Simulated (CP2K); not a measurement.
Runs of CP2K 2026.2 on BaTe. It takes space group Pm-3m (No. 221, cubic). The conventional cell has a = 4.262 Å, b = 4.262 Å, c = 4.262 Å, α = 90.00°, β = 90.00°, γ = 90.00°. Around Ba (site symmetry m-3m) lie 8 Te at 3.69 Å. Around Te (site symmetry m-3m) lie 8 Ba at 3.69 Å. The cell comes from a database or a generator and needn't be the stable form of this composition.

```csv
level,potentials or basis,cell,smearing,NGRIDS,CUTOFF of the grids,cutoff of the non-local correlation (Ry),gap on the mesh (eV),pressure (GPa)
RPBE,"POTENTIAL_UZH Ba GTH-PBE-q10, Te GTH-PBE-q6; TZVP-MOLOPT-PBE-GTH basis",as given,gaussian 0.02 eV,5,450 Ry,-,0.94,1.3
PBEsol,"POTENTIAL_UZH Ba GTH-PBE-q10, Te GTH-PBE-q6; TZVP-MOLOPT-PBE-GTH basis",as given,gaussian 0.02 eV,5,450 Ry,-,0.67,-1.4
RPBE,"POTENTIAL_UZH Ba GTH-PBE-q10, Te GTH-PBE-q6; TZVP-MOLOPT-PBE-GTH basis",as given,gaussian 0.05 eV,4,450 Ry,-,0.94,1.3
r2SCAN+rVV10,"POTENTIAL_UZH Ba GTH-SCAN-q10, Te GTH-SCAN-q6; TZVP-MOLOPT-SCAN-GTH basis",cell strained at random at fixed volume,gaussian 0.05 eV,5,675 Ry,300,(a),-0.4
```

Alike in all rows: task single point; no spin polarisation; k mesh 6 × 6 × 6.

Question: Estimate the missing entries.

Answer: (a) 1.18.

Caveats: spin-orbit coupling is left out, which moves the levels of the heavy elements; the basis of atomic orbitals isn't converged, which shifts pressures, moduli and gaps; the potentials were made for another functional, which shifts forces and pressure (some runs).

A k mesh can miss the band edges, and the runs leave out spin-orbit coupling on Ba, Te.
